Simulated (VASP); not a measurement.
# Ag (Fm-3m) in VASP: settings compared

The runs below take Ag through relaxation of the atoms, relaxation of cell and atoms, with PBE, PBEsol.

All numbers are computed with VASP 6.6.1; they aren't measurements. Logs are shortened: lines on timing, memory, paths and dates and some standing lists are left out, and cuts for length are marked.

## 1. The structure

Symmetry: Fm-3m, No. 225, cubic system. Conventional cell: a = 4.085 Å, b = 4.085 Å, c = 4.085 Å, α = 90.00°, β = 90.00°, γ = 90.00°. Around Ag (site symmetry m-3m) lie 12 Ag at 2.89 Å.

## 2. Relaxation of the atoms, PBE (a relaxed cell with its volume scaled by 1.04)

The input, INCAR:

```
SYSTEM = Ag
PREC = Accurate
ENCUT = 300
EDIFF = 1E-7
ISMEAR = 1
SIGMA = 0.1
LREAL = .FALSE.
LASPH = .TRUE.
NELM = 80
ALGO = Normal
ISIF = 2
LWAVE = .FALSE.
LCHARG = .FALSE.
GGA = PE
IBRION = 2
NSW = 40
EDIFFG = -0.01
```

The input, KPOINTS:

```
regular mesh
0
G
  8 8 8
  0 0 0
```

The input, POSCAR:

```
Ag                                      
1.0
    0.0000000000      2.1033126880      2.1033126880
    2.1033126880      0.0000000000      2.1033126880
    2.1033126880      2.1033126880      0.0000000000
  Ag            
     1
Direct
     1.0000000000000000    0.0000000000000000    1.0000000000000000
```

Potentials or basis: VASP PAW PBE potentials, release 64 (Ag).

Started as:

```bash
$ cat potpaw_PBE.64/Ag/POTCAR > POTCAR
$ mpirun -np 1 vasp_std > vasp.out
```

OUTCAR:

```text
SYSTEM = Ag
   PREC = Accurate
   ENCUT = 300
   EDIFF = 1E-7
   ISMEAR = 1
   LREAL = .FALSE.
   LASPH = .TRUE.
   NELM = 80
   ISIF = 2
   GGA = PE
   IBRION = 2
   NSW = 40
   EDIFFG = -0.01

 ion  position               nearest neighbor table
   1  0.000  0.000  0.000-

  LATTYP: Found a face centered cubic cell.
 ALAT       =     4.2066253760

  Lattice vectors:

 A1 = (   0.0000000000,   2.1033126880,   2.1033126880)
 A2 = (   2.1033126880,   0.0000000000,   2.1033126880)
 A3 = (   2.1033126880,   2.1033126880,   0.0000000000)

Analysis of symmetry for initial positions (statically):
=====================================================================
 Subroutine PRICEL returns:
 Original cell was already a primitive cell.

 Routine SETGRP: Setting up the symmetry group for a
 face centered cubic supercell.

 Subroutine GETGRP returns: Found 48 space group operations
 (whereof 48 operations were pure point group operations)
 out of a pool of 48 trial point group operations.

The static configuration has the point symmetry O_h .

Analysis of symmetry for dynamics (positions and initial velocities):
=====================================================================
 Subroutine PRICEL returns:
 Original cell was already a primitive cell.

 Routine SETGRP: Setting up the symmetry group for a
 face centered cubic supercell.

 Subroutine GETGRP returns: Found 48 space group operations
 (whereof 48 operations were pure point group operations)
 out of a pool of 48 trial point group operations.

The dynamic configuration has the point symmetry O_h .

 Subroutine INISYM returns: Found 48 space group operations
 (whereof 48 operations are pure point group operations),
 and found     1 'primitive' translations

----------------------------------------------------------------------------------------

                                     Primitive cell

  volume of cell :      18.6098

  direct lattice vectors                    reciprocal lattice vectors
     0.000000000  2.103312688  2.103312688    -0.237720241  0.237720241  0.237720241
     2.103312688  0.000000000  2.103312688     0.237720241 -0.237720241  0.237720241
     2.103312688  2.103312688  0.000000000     0.237720241  0.237720241 -0.237720241

  length of vectors
     2.974533329  2.974533329  2.974533329     0.411743536  0.411743536  0.411743536

  position of ions in fractional coordinates (direct lattice)
     0.000000000  0.000000000  0.000000000

  ion indices of the primitive-cell ions
   primitive index   ion index
                 1           1

----------------------------------------------------------------------------------------

 KPOINTS: regular mesh

Automatic generation of k-mesh.
 Grid dimensions read from file:
 generate k-points for:    8    8    8

 Generating k-lattice:

  Cartesian coordinates                     Fractional coordinates (reciprocal lattice)
    -0.029715030  0.029715030  0.029715030     0.125000000  0.000000000  0.000000000
     0.029715030 -0.029715030  0.029715030     0.000000000  0.125000000  0.000000000
     0.029715030  0.029715030 -0.029715030     0.000000000  0.000000000  0.125000000

  Length of vectors
     0.051467942  0.051467942  0.051467942

  Shift w.r.t. Gamma in fractional coordinates (k-lattice)
     0.000000000  0.000000000  0.000000000

 Subroutine IBZKPT returns following result:
 ===========================================

 Found     29 irreducible k-points:

 Following reciprocal coordinates:
            Coordinates               Weight
  0.000000  0.000000  0.000000      1.000000
  0.125000  0.000000  0.000000      8.000000
  0.250000  0.000000  0.000000      8.000000
  0.375000  0.000000  0.000000      8.000000
  0.500000  0.000000  0.000000      4.000000
  0.125000  0.125000  0.000000      6.000000
[... 16 lines left out ...]
  0.500000  0.250000  0.125000     48.000000
 -0.375000  0.250000  0.125000     24.000000
 [... further k-points ...]
   k-points           NKPTS =     29   k-points in BZ     NKDIM =     29   number of bands    NBANDS=      9
   number of dos      NEDOS =    301   number of ions     NIONS =      1
   total plane-waves  NPLWV =   5832
   dimension x,y,z NGX =    18 NGY =   18 NGZ =   18
   dimension x,y,z NGXF=    36 NGYF=   36 NGZF=   36
   ions per type =               1
   NGX,Y,Z   is equivalent  to a cutoff of  10.06, 10.06, 10.06 a.u.
   NGXF,Y,Z  is equivalent  to a cutoff of  20.12, 20.12, 20.12 a.u.
 SYSTEM =  Ag
   PREC   = accura    normal or accurate (medium, high low for compatibility)
   ISTART =      0    job   : 0-new  1-cont  2-samecut
   ICHARG =      2    charge: 1-file 2-atom 10-const
   ISPIN  =      1    spin polarized calculation?
   LNONCOLLINEAR =      F non collinear calculations
   LSORBIT =      F    spin-orbit coupling
   LASPH  =      T    aspherical Exc in radial PAW
   ENCUT  =  300.0 eV  22.05 Ry    4.70 a.u.   4.20  4.20  4.20*2*pi/ulx,y,z
   NELM   =     80;   NELMIN=  2; NELMDL= -5     # of ELM steps
   EDIFF  = 0.1E-06   stopping-criterion for ELM
   LREAL  =      F    real-space projection
   EDIFFG = -.1E-01   stopping-criterion for IOM
   NSW    =     40    number of steps for IOM
   IBRION =      2    ionic relax: 0-MD 1-quasi-New 2-CG
   NFREE  =      1    steps in history (QN), initial steepest desc. (CG)
   ISIF   =      2    stress and relaxation
   ISYM   =      2    0-nonsym 1-usesym 2-fastsym
   POTIM  = 0.5000    time-step for ionic-motion
   TEBEG  =    0.0;   TEEND  =   0.0 temperature during run
   PSTRESS=    0.0 pullay stress
   NELECT =      11.0000    total number of electrons
   NUPDOWN=      -1.0000    fix difference up-down
   EMIN   =  10.00;   EMAX   =-10.00  energy-range for DOS
   EFERMI =   0.00;   METHOD = LEGACY
   ISMEAR =     1;   SIGMA  =   0.10  broadening in eV -4-tet -1-fermi 0-gaus
   EFERMI_NEDOS =   21; number of points for ismear=-14 and -15
   IALGO  =     38    algorithm
   IMIX   =      4    mixing-type and parameters
     AMIX     =   0.40;   BMIX     =  1.00
     AMIX_MAG =   1.60;   BMIX_MAG =  1.00
  volume/ion in A,a.u.               =      18.61       125.59
  Fermi-wavevector in a.u.,A,eV,Ry     =   1.373911  2.596315 25.682779  1.887631
  Thomas-Fermi vector in A             =   2.499385
   LORBIT       =      0    0 simple, 1 ext, 2 COOP (PROOUT), +10 PAW based schemes
   GGA     = PE    functional components
   LHFCALC =     F    Hartree Fock is set to
   AEXX    =    0.0000 exact exchange contribution
   IVDW    =     0    specifies the selected vdW correction
   LEPSILON=     F    determine dielectric tensor
   LRPA    =     F    only Hartree local field effects (RPA)
 conjugate gradient relaxation of ions
 non-spin polarized calculation
 Methfessel and Paxton  Order N= 1 SIGMA  =   0.10
  energy-cutoff  :      300.00
  volume of cell :       18.61
 maximum number of plane-waves:       229
 NGX is ok and might be reduce to    18
   NGX =  9   NGY =  9   NGZ =  9

 number of electron      10.9999995 magnetization

 Free energy of the ion-electron system (eV)
  ---------------------------------------------------
  ext. energy  EPLUGINS =         0.00000000
  ---------------------------------------------------
  free energy    TOTEN  =        -2.69300946 eV

  energy without entropy =       -2.69278011  energy(sigma->0) =       -2.69293301

 E-fermi :   7.0343     XC(G=0): -11.6916

 val. band max:        6.9714494874   @ k =   0.5000   0.2500   0.1250
 cond. band min:       7.1087385998   @ k =   0.5000   0.0000   0.0000
 fundamental gap:      0.1372891124
 Fermi energy:         7.0342946951

 k-point     1 :       0.0000    0.0000    0.0000
  band No.  band energies     occupation
      1       0.1249      2.00000
      2       2.7903      2.00000
      3       2.7903      2.00000
      4       2.7903      2.00000
      5       3.6767      2.00000
      6       3.6767      2.00000
      7      23.0884      0.00000
      8      26.1434      0.00000
      9      26.1434      0.00000

 k-point     2 :       0.1250    0.0000    0.0000
  band No.  band energies     occupation
      1       0.5645      2.00000
      2       2.7197      2.00000
      3       2.8932      2.00000
      4       2.8932      2.00000
      5       3.6493      2.00000
      6       3.6493      2.00000
      7      22.2579      0.00000
      8      23.9639      0.00000
      9      26.1682      0.00000

 k-point     3 :       0.2500    0.0000    0.0000
  band No.  band energies     occupation
      1       1.4132      2.00000
      2       2.9649      2.00000
      3       2.9649      2.00000
      4       3.0522      2.00000
      5       3.7885      2.00000
      6       3.7885      2.00000
      7      17.7704      0.00000
      8      23.5507      0.00000
      9      25.8144      0.00000

 k-point     4 :       0.3750    0.0000    0.0000
  band No.  band energies     occupation
      1       1.4875      2.00000
      2       2.8441      2.00000
      3       2.8441      2.00000
      4       4.1682      2.00000
      5       4.1682      2.00000
      6       5.0497      2.00000
      7      13.2686      0.00000
      8      22.7018      0.00000
      9      24.7922      0.00000
[... 205 lines left out ...]
 k-point    22 :       0.3750    0.2500    0.1250
  band No.  band energies     occupation
      1       2.1404      2.00000
      2       2.2564      2.00000
      3       2.8672      2.00000
      4       3.5414      2.00000
      5       3.7226      2.00000
      6       4.8920      2.00000
      7      18.4938      0.00000
      8      18.8065      0.00000
      9      22.7763      0.00000

 k-point    23 :       0.5000    0.2500    0.1250
  band No.  band energies     occupation
      1       2.0493      2.00000
      2       2.5433      2.00000
      3       2.8466      2.00000
      4       3.4715      2.00000
      5       4.1204      2.00000
      6       6.9714      1.86475
      7      14.1548      0.00000
      8      18.3976      0.00000
      9      20.6597      0.00000

 k-point    24 :      -0.3750    0.2500    0.1250
  band No.  band energies     occupation
      1       1.9987      2.00000
      2       2.4172      2.00000
      3       3.1948      2.00000
      4       3.3146      2.00000
      5       4.2983      2.00000
      6       9.4924      0.00000
      7      10.8154      0.00000
      8      18.9354      0.00000
      9      19.2657      0.00000

 [... further k-points ...]

------------------------ aborting loop because EDIFF is reached ----------------------------------------

  FORCE on cell =-STRESS in cart. coord.  units (eV):
  Direction    XX          YY          ZZ          XY          YZ          ZX
  --------------------------------------------------------------------------------------
  -------------------------------------------------------------------------------------
  Total       -0.3309414     -0.3309414     -0.3309414      0.0000000     -0.0000000      0.0000000
  in kB      -28.4918197    -28.4918197    -28.4918197      0.0000000     -0.0000000      0.0000000
  external PRESSURE =     -28.4918197 kB  Pullay stress =       0.0000000 kB

 VOLUME and BASIS-vectors are now :
 -----------------------------------------------------------------------------
  energy-cutoff  :      300.00
  volume of cell :       18.61
      direct lattice vectors                 reciprocal lattice vectors
     0.000000000  2.103312688  2.103312688    -0.237720241  0.237720241  0.237720241
     2.103312688  0.000000000  2.103312688     0.237720241 -0.237720241  0.237720241
     2.103312688  2.103312688  0.000000000     0.237720241  0.237720241 -0.237720241

 POSITION                                       TOTAL-FORCE (eV/Angst)
 -----------------------------------------------------------------------------------
      0.00000      0.00000      0.00000         0.000000      0.000000      0.000000
 -----------------------------------------------------------------------------------
    total drift:                               -0.000000      0.000000      0.000000

  FREE ENERGIE OF THE ION-ELECTRON SYSTEM (eV)
  ---------------------------------------------------
  free  energy   TOTEN  =        -2.6930094608 eV

  energy  without entropy=       -2.6927801065  energy(sigma->0) =       -2.69293301

 reached required accuracy - stopping structural energy minimisation
```

Wall time 3.4 s (1 thread of Intel Xeon Platinum 8488C (Sapphire Rapids), shared host); peak memory 0.11 GiB.

What came out:

- Free energy: -2.6930 eV
- Pressure after relaxing: -2.8 GPa
- Band gap on the k mesh: none (metal or under the smearing width)

Final structure:
```
CELL_PARAMETERS angstrom
0.00000 2.10331 2.10331
2.10331 0.00000 2.10331
2.10331 2.10331 0.00000
ATOMIC_POSITIONS crystal
Ag 0.00000 0.00000 0.00000
```

Levels at points of the mesh, in eV from the Fermi level:
```
           k point  band 4  band 5  band 6  band 7  band 8  band 9
(0.00, 0.00, 0.00)   -4.24   -3.36   -3.36   16.05   19.11   19.11
(0.50, 0.00, 0.00)   -2.67   -2.67    0.07    3.39   15.28   17.21
(0.50, 0.50, 0.00)   -2.49   -2.49    1.93    6.33   10.46   10.46
```

Caveat: the cutoff is under 1.25 times the usual one of these potentials, so pressure, stress and relaxed cells hold a basis-set (Pulay) error; the relaxation stopped at its first step, so nothing moved.

(Continued in part 2 of 2.)
